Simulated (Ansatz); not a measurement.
Runs of Ansatz 0.2.0 on LiH. Symmetry: Fm-3m, No. 225, cubic system. Conventional cell: a = 4.073 Å, b = 4.073 Å, c = 4.073 Å, α = 90.00°, β = 90.00°, γ = 90.00°. Around Li (site symmetry m-3m) lie 6 H at 2.04 Å. Around H (site symmetry m-3m) lie 6 Li at 2.04 Å. 

```csv
task,level,potentials or basis,cell,k mesh,cutoff (eV),smearing,driver,points for each segment of the path,mesh quality,gap on the mesh (eV)
electric field gradients,HSE03,Ansatz PAW,as given,7 × 7 × 7,420,fermi-dirac 0.025 eV,-,-,not flagged,4.30
relaxation of cell and atoms,PBEsol+D3(BJ),Ansatz PAW,relaxed,11 × 11 × 11,420,fermi-dirac 0.05 eV,-,-,not flagged,2.87
band structure,r2SCAN0+D4,Ansatz PAW earlier set,as given,6 × 6 × 6,1000,gaussian 0.1 eV,chain,4,coarse,(a)
projected density of states,HSE06,Ansatz PAW,as given,6 × 6 × 6,420,fermi-dirac 0.05 eV,-,-,coarse,4.00
```

Alike in all rows: no spin polarisation.

Problem. Estimate the missing entries.

Solution. (a) 5.14.

Caveats: some runs use coarse meshes; odd divisions of the mesh miss points on the zone boundary, where band edges often lie, so the gap on the mesh can be too wide (some runs); the plane-wave basis is chosen anew once the cell has moved, so the energies of steps on either side of that aren't comparable (some runs); the density of states is complete only up to the lowest level of the last band computed (some runs).

A k mesh can miss the band edges.

Not every run made on this cell is shown here.
